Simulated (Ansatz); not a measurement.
ZrS2 in the CdI2 structure at its r2SCAN+rVV10 geometry, run in Ansatz at 2 levels of theory. (Simulation; spin polarisation is off.)

The PBE0 input:
```yaml
crystal:
  lattice:
    - [3.6743994548, 0.0, 0.0]
    - [-1.8371997274, 3.1821232716, 0.0]
    - [0.0, 0.0, 5.8568616098]
  atoms:
    - { symbol: Zr, position: [0.0, 0.0, 0.0] }
    - { symbol: S, position: [0.3333333333, 0.6666666667, 0.2462322151] }
    - { symbol: S, position: [0.6666666667, 0.3333333333, 0.7537677849] }
kpoints:
  mp_grid: { grid: [6, 6, 4] }
  band_path:
    path:
      - [0.0, 0.0, 0.0]
      - [0.5, 0.0, 0.0]
      - [0.3333333333, 0.3333333333, 0.0]
      - [0.0, 0.0, 0.5]
      - [0.5, 0.0, 0.5]
      - [0.3333333333, 0.3333333333, 0.5]
      - [-0.088542, 0.041667, 0.0]
      - [0.0, 0.5, 0.5]
    npoints: 1
hamiltonian:
  xc: pbe0
scf:
  occupations: { method: fixed }
  n_extra_bands: 4
output:
  forces: true
  stress: true
  eigenvalues: true
  write_density: true
  write_potential: true
  elf: true
  volumetric_format: npy
```

Main results, then, where recorded, the levels near the gap in eV from the Fermi energy (columns number the bands from 0), one row a point of the path (Γ, M, K, A, L, H, (-0.089, 0.042, 0), L):
```
Crystal: 3 atoms, lattice volume = 68.481 Å³
Symmetry: 12 space group operations
Space group: P-3m1 (ITA 164)
```
```
Basis set: ecut = 420 eV, 1339 PW (Γ)
Bands: 16, of which v1, the nominal top of the filled ones, is band 12 counted from 1 (11 counted from 0)
k-points: 24 of 144
hybrid outer 1: dexx = +2.131e-2 eV, tail = 2.08e-5 eV
hybrid outer 2: dexx = +1.591e-6 eV, tail = 5.37e-9 eV, Δε = 6.36e-4 eV, ΔF = 8.25e-3 eV/Å
Free energy (F): -5996.381166 eV
Fermi energy:    6.211035 eV
--- Forces (eV/Å), atoms counted from 1 ---
  atom   1  Zr      0.00000      0.00000      0.00000
  atom   2  S       0.00000      0.00000    -0.18627
  atom   3  S       0.00000      0.00000      0.18627
--- Stress (GPa, compression-positive) ---
       -0.144241       0.000000       0.000000
        0.000000      -0.144241       0.000000
        0.000000       0.000000       0.475388
  P = ⅓ Tr σ = 0.0623 GPa (0.623 kbar)
```
```tsv
band_7	band_8	band_9	band_10	band_11	band_12	band_13	band_14
-3.267	-3.267	-0.179	-0.179	0.000	3.070	3.070	4.002
-3.041	-2.893	-2.798	-2.153	-1.513	2.537	4.988	5.290
-3.858	-3.858	-2.409	-2.409	-1.748	3.765	4.865	4.865
-3.220	-3.220	-2.042	-0.337	-0.337	3.029	3.029	4.361
-3.766	-3.074	-2.613	-1.210	-0.933	2.363	4.964	5.298
-4.041	-3.556	-2.380	-2.079	-2.079	3.924	4.548	4.548
-3.334	-3.226	-0.607	-0.369	0.012	3.168	3.250	4.063
-3.766	-3.074	-2.613	-1.210	-0.933	2.363	4.964	5.298
```

PBE0 gives an indirect gap of 2.35 eV, from k = (-0.089, 0.042, 0) to L; the least direct gap is 3.07 eV at Γ.

Problem. Another run on the same cell gave
```
Basis set: ecut = 500 eV, 1785 PW (Γ)
Bands: 16, of which v1, the nominal top of the filled ones, is band 12 counted from 1 (11 counted from 0)
k-points: 24 of 144
hybrid outer 1: dexx = +1.270e-2 eV, tail = 1.29e-5 eV
hybrid outer 2: dexx = +2.090e-7 eV, tail = 3.12e-9 eV, Δε = 1.70e-3 eV, ΔF = 3.92e-3 eV/Å
Free energy (F): -6011.064592 eV
Fermi energy:    6.094520 eV
--- Forces (eV/Å), atoms counted from 1 ---
  atom   1  Zr      0.00000      0.00000      0.00000
  atom   2  S       0.00000      0.00000    -0.20076
  atom   3  S       0.00000      0.00000      0.20076
--- Stress (GPa, compression-positive) ---
        0.091396       0.000000       0.000000
        0.000000       0.091396       0.000000
        0.000000       0.000000      -0.039887
  P = ⅓ Tr σ = 0.0476 GPa (0.476 kbar)
```
```tsv
band_7	band_8	band_9	band_10	band_11	band_12	band_13	band_14
-3.342	-3.342	-0.195	-0.195	0.000	3.299	3.299	4.259
-3.083	-2.959	-2.819	-2.191	-1.553	2.755	5.253	5.574
-3.909	-3.909	-2.437	-2.437	-1.775	4.008	5.117	5.117
-3.294	-3.294	-2.077	-0.355	-0.355	3.257	3.257	4.644
-3.823	-3.144	-2.646	-1.244	-0.946	2.585	5.223	5.582
-4.088	-3.588	-2.419	-2.117	-2.117	4.179	4.808	4.808
-3.408	-3.302	-0.616	-0.380	0.013	3.392	3.481	4.316
-3.823	-3.144	-2.646	-1.244	-0.946	2.585	5.223	5.582
```
Which level of theory gave it?

Solution. It is r2SCAN0, judged by the exchange loop and the size of the gap (a near hybrid could fit too), on 6×6×4; the blocks that differ from the first input, but for the band path:
```yaml
hamiltonian:
  xc: r2scan0
```
The r2SCAN0 gap is indirect, 2.57 eV (k = (-0.089, 0.042, 0) to L), below the direct gap of 3.30 eV at Γ. The mean stress, 0.0 GPa, is small, and the program warns that its thresholds are loose for a hybrid's stress.

Totals of different functionals can't be compared.

The runs are scalar-relativistic, without spin-orbit coupling.

The meshes of the hybrids are coarse, so their gaps aren't converged to the digits shown.
